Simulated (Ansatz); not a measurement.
## Ir under changes of volume

One of the cells (14.059 Å³/atom); the others are scaled copies at fixed shape and fractional positions:

```
Ir
1.0
     0.00000    1.91560    1.91560
     1.91560    0.00000    1.91560
     1.91560    1.91560    0.00000
Ir
1
Direct
  0.00000 0.00000 0.00000
```

```yaml
Program: Ansatz 0.2.0
Functional: PBEsol
Potentials_or_basis: Ansatz PAW
Cutoff: "420 eV (not typed: the program's choice for these potentials)"
k_mesh: 12 × 12 × 12
Occupations: fermi-dirac, width 0.05 eV
Spin: no spin polarisation
```

| volume (Å³/atom) | energy over the lowest point (meV/atom) | pressure (GPa) |
| --- | --- | --- |
| 13.215 | 64.94 | 27.1 |
| 13.496 | 26.74 | 16.7 |
| 13.778 | ? | ? |
| 14.059 | 0.00 | -0.7 |
| 14.340 | 7.76 | -7.9 |
| 14.621 | 27.51 | -14.3 |
| 14.902 | 57.82 | -20.0 |

Problem. What does the run at 13.778 Å³/atom give?

Solution. Energy over the lowest point 5.75 meV/atom; pressure 7.5 GPa.

Worked out: A Birch-Murnaghan fit of order 3 (a polynomial in V^(-2/3)) to the other rows has its minimum at 14.03 Å³/atom with B0 = V·E''(V) = 388 GPa and B' = 5.0. It gives 5.70 meV/atom at 13.778 Å³/atom, against the run's 5.75, and -dE/dV = 7.4 GPa, against 7.5.

Energies are extrapolated to zero smearing.

Caveats: the PAW data sets come from PBE, with cores solved anew for the run's functional, which leaves a small shift of forces and pressure.
